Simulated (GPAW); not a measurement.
GaN, 4 atoms in the cell. Symmetry: P6_3mc, No. 186, hexagonal system. The conventional cell has a = 3.180 Å, b = 3.180 Å, c = 5.166 Å, α = 90.00°, β = 90.00°, γ = 120.00°. Ga (site symmetry 3m) is surrounded by 4 N at 1.94 to 1.95 Å. Around N (site symmetry 3m) lie 4 Ga at 1.94 to 1.95 Å. 

```yaml
Program: GPAW 26.7.0
Task: relaxation of cell and atoms
Functional: PBEint
Potentials_or_basis: PAW data sets generated in the run's folder for this functional
Cutoff: 800 eV
Basis: pw
k_mesh: 7 × 7 × 4
Occupations: fermi-dirac, width 0.05 eV
Spin: no spin polarisation
Maxiter: 150
Optimizer: BFGS
Fmax: 0.02 eV/Å
Max_steps: 100
Convergence: density=1e-06 energy=1e-06 eigenstates=1e-10
```

Potentials or basis: PAW data sets generated in the run's folder for this functional, pw.

The run is started by

```console
$ gpaw-setup -f GGA_X_PBEINT+GGA_C_PBEINT Ga N
$ OMP_NUM_THREADS=1 python run.py
```

Hardware: 1 thread of Arm Neoverse V1 (shared host).

Estimate the wall time of this run.

It took 2.6 min on 1 thread of Arm Neoverse V1 (shared host), peak memory 0.25 GiB. Counts: scf iterations 62, plane waves 2352, bands 18, k points 28, ion steps 6.
